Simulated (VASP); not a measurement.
Write the native input for VASP 6.6.1 that does the following.

| Quantity | Value |
| --- | --- |
| Task | relaxation of cell and atoms |
| Functional | r2SCAN |
| Potentials or basis | VASP PAW PBE potentials, release 64 (Ge_d) |
| Cutoff | 600 eV |
| k mesh | 10 × 10 × 10 |
| Occupations | gaussian, width 0.03 eV |
| Spin | no spin polarisation |
| Further INCAR settings | ALGO = Normal; EDIFF = 1e-06; IBRION = 2; EDIFFG = -0.01; NSW = 90; ISIF = 3 |

The structure of Ge lies in POSCAR:

```
Ge
1.0
    0.0000000000      2.8562926600      2.8562926600
    2.8562926600      0.0000000000      2.8562926600
    2.8562926600      2.8562926600      0.0000000000
Ge
2
Direct
    0.7500000000      0.7500000000      0.7500000000
    0.5000000000      0.5000000000      0.5000000000
```

The cell was built by a generator and needn't be a form met in nature.

The input as run:

INCAR

```
ALGO     = Normal         # electronic algorithm
EDIFF    = 1E-6           # SCF threshold, eV
EDIFFG   = -0.01          # ionic threshold
ENCUT    = 600            # plane-wave cutoff, eV
IBRION   = 2              # ionic algorithm
ISIF     = 3              # what is computed and relaxed
ISMEAR   = 0              # smearing method
LASPH    = T              # aspherical terms in the spheres
LCHARG   = F              # write CHGCAR
LMIXTAU  = T            
LREAL    = F              # projectors in reciprocal space
LWAVE    = F              # write WAVECAR
METAGGA  = R2SCAN         # meta-GGA
NELM     = 80             # most SCF steps
NSW      = 90             # ionic steps
PREC     = Accurate       # precision mode
SIGMA    = 0.03           # smearing width, eV
```

KPOINTS

```
k-points
0
Gamma
  10 10 10
```

Potentials or basis: VASP PAW PBE potentials, release 64 (Ge_d).

The run is started by

```console
$ cat potpaw_PBE.64/Ge_d/POTCAR > POTCAR
$ mpirun -np 1 vasp_std > vasp.out
```

It gave:

* Relaxed volume: 22.87 Å³/atom
* Relaxed cell: a = 4.014 Å, b = 4.014 Å, c = 4.014 Å, α = 60.00°, β = 60.00°, γ = 60.00°
* Space group after relaxing (to 0.05 Å): Fd-3m (No. 227)
* Energy gained by relaxing: 1.8 meV/atom
* Ionic steps: 3
* Pressure after relaxing: 0.1 GPa
* Band gap on the k mesh: 0.31 eV, direct

Caveat: the PAW data sets were made with another functional, which shifts forces and pressure a little.

Wall time 3.3 min on 1 thread of AMD EPYC 9R45 96-Core Processor (Zen 5), with other jobs on the host, peak memory 0.18 GiB.
